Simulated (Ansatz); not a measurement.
## SiC2 and its competing phases

Level of theory: DFT PBE, scalar-relativistic, plane waves, PAW in Ansatz 0.2.0. All cells share a 420 eV cutoff and Γ-centred k meshes spaced at most about 0.3 Å⁻¹ (about 0.25 or finer for metals, 2π included). No spin polarisation.

Energies over the elements count from the elements' standard structures at the same level, with no fitted energy shifts.

All energies are static (0 K, no zero-point motion). Weakly bound directions are ill-defined at this level, which has no dispersion term (SiC2 Pm). The reference form of C is held partly by dispersion forces, which this level lacks.

The competitors are the elements and 1 reference phase of this chemical system (from databases or known types: SiC), relaxed at the same level; other known phases may be missing.

The candidate was reached from: a relaxed cell, shaken at random and relaxed again.

```cif
data_structure
_symmetry_space_group_name_H-M 'Pm'
_symmetry_Int_Tables_number 6
_cell_length_a 2.4565
_cell_length_b 4.2424
_cell_length_c 9.8026
_cell_angle_alpha 90.000
_cell_angle_beta 94.603
_cell_angle_gamma 90.000
_cell_volume 101.83
loop_
_atom_site_label
_atom_site_type_symbol
_atom_site_symmetry_multiplicity
_atom_site_Wyckoff_symbol
_atom_site_fract_x
_atom_site_fract_y
_atom_site_fract_z
_atom_site_occupancy
Si1 Si 1 a 0.73821 0.00000 0.93767 1
Si2 Si 1 b 0.77901 0.50000 0.06293 1
C1 C 2 c 0.49570 0.16674 0.49989 1
C2 C 2 c 0.99568 0.66674 0.49981 1
```

Problem. Where does it stand against these competitors?

Solution. Not stable. Its formation energy is 0.262 eV/atom. The lowest competing mixture at this composition is this:

```
phase       space group             source  share of atoms  ΔE_f (eV/atom)
    C                 -            element          0.3333         -0.0002
  SiC  P6_3mc (No. 186)  Materials Project          0.6667          -0.204
```

The lowest database cell of C (-0.0002) lies slightly below the reference, hence the non-zero entry.

The mixture lies at -0.136 eV/atom, and the candidate lies 0.40 eV/atom above it. The candidate matches no cell in the subsets of the Crystallography Open Database and the Materials Project at hand. The margin is far too high for a likely synthesis. It holds Si–Si nets (shortest 2.45 Å) and C–C nets (shortest 1.41 Å).
